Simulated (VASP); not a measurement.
P: equation of state with PBE

The system is P.

```
CELL_PARAMETERS angstrom
2.42469 0.00000 0.00000
0.00000 2.43854 0.00000
-0.02031 0.00000 4.85243
ATOMIC_POSITIONS crystal
P 0.00000 0.00000 0.74943
P 0.00000 0.00000 0.25057
```

This isn't the form of P at room conditions, which is orthorhombic.

```
Program                : VASP 6.6.1
Task                   : equation of state
Functional             : PBE
Potentials or basis    : VASP PAW PBE potentials, release 64 (P)
Cutoff                 : 520 eV
k mesh                 : 11 × 11 × 6
Occupations            : fermi-dirac, width 0.05 eV
Spin                   : no spin polarisation
Further INCAR settings : ALGO = Normal; EDIFF = 1e-07; NBANDS = 12
```

```json
{
 "Equilibrium volume": "14.60 Å³/atom",
 "Bulk modulus at fixed shape and positions": "107 GPa",
 "Pressure derivative of the bulk modulus": "5.5 (rough: it moves with the points fitted)"
}
```

Energy against volume, from the lowest point:
```csv
volume (Å³/atom),energy (meV/atom)
13.485,33.68
13.772,17.92
14.059,7.15
14.345,1.34
14.632,0.00
14.919,2.30
15.206,7.61
```

All runs of the series together: 2.8 min on 1 thread of Intel(R) Xeon(R) Platinum 8488C (Sapphire Rapids), with other jobs on the host.

Caveat: the cell was scaled at fixed shape and fractional positions, which overstates the stiffness of a crystal with free parameters, most of all of layers and chains.
